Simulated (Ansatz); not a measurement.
# LiH: energy against volume in PBE, exact exchange and the RPA

An exercise on one series of results from a longer session: the logs are not shown, and one member is left open.

Code: Ansatz 0.2.0. PBE orbitals, norm-conserving pseudopotentials, plane waves. Values at 0 K without nuclear motion; spin polarisation is off, and the phase may be a hypothetical one.

### Starting point

The cell was relaxed beforehand with r2SCAN; volume changes: +0 %, -5 %, +5 %, -10 %, +10 %.

It is cubic, Pm-3m (No. 221); a = 2.502 Å in the conventional setting, 7.83 Å³ an atom. Around Li lie 8 H at 2.17 Å; around H lie 8 Li at 2.17 Å.

The structure in full:

```
Li H
1.0
     2.50166    0.00000    0.00000
     0.00000    2.50166    0.00000
     0.00000    0.00000    2.50166
Li H
1 1
Direct
  0.00000 0.00000 0.00000
  0.50000 0.50000 0.50000
```

The first run:

Contents of input.yaml:

```yaml
crystal:
  lattice:
    - [2.5016587117, 0.0, 0.0]
    - [0.0, 2.5016587117, 0.0]
    - [0.0, 0.0, 2.5016587117]
  atoms:
    - { symbol: Li, position: [0.0, 0.0, 0.0] }
    - { symbol: H, position: [0.5, 0.5, 0.5] }
kpoints:
  mp_grid: { grid: [6, 6, 6] }
hamiltonian:
  xc: pbe
  pseudopotentials: { kind: nc }
scf:
  occupations: { method: fixed }
output:
  rpa_energy:
    ecut_chi_ladder: [317, 355, 394, 437, 480]
    long_wavelength: optical_limit
  write_density: true
  write_potential: true
  elf: true
  volumetric_format: npy
basis:
  ecutwfc: 1034.032677
```

Steps of the session up to this table: The unscaled cell; Volume -5 %; Volume +5 %; Volume -10 %; Volume +10 %.

One table of the session follows, with a row left open; its other results are not shown here.

Energies in meV/atom from the unscaled cell:

```
volume (Å³/atom)   PBE  exact exchange  EXX+RPA  RPA correlation
           7.045  12.4            28.0      8.4            -19.5
           7.437   3.4            10.9      1.4             -9.4
           7.828   0.0             0.0      0.0              0.0
           8.219     ?               ?        ?                ?
           8.611   5.8            -7.4      9.6             17.0
```

Estimate the missing values for volume (Å³/atom) = 8.219.

Worked estimate for «PBE». A straight line through the neighbours (7.828, 0.0) and (8.611, 5.8) gives 0.0 + (5.8 − 0.0) × (8.219 − 7.828) / (8.611 − 7.828) = 2.9; a parabola fitted to 3 rows on both sides gives 0.8.

The run gave: PBE: 1.1; exact exchange: -5.8; EXX+RPA: 2.8; RPA correlation: 8.6. In «PBE» the line misses by +1.8 and the parabola by -0.3.

Caveats from the session: The curve is too rough to resolve B₀ and B₀′ of EXX+RPA; its minimum, near 7.8 Å³/atom, is a rough guide.
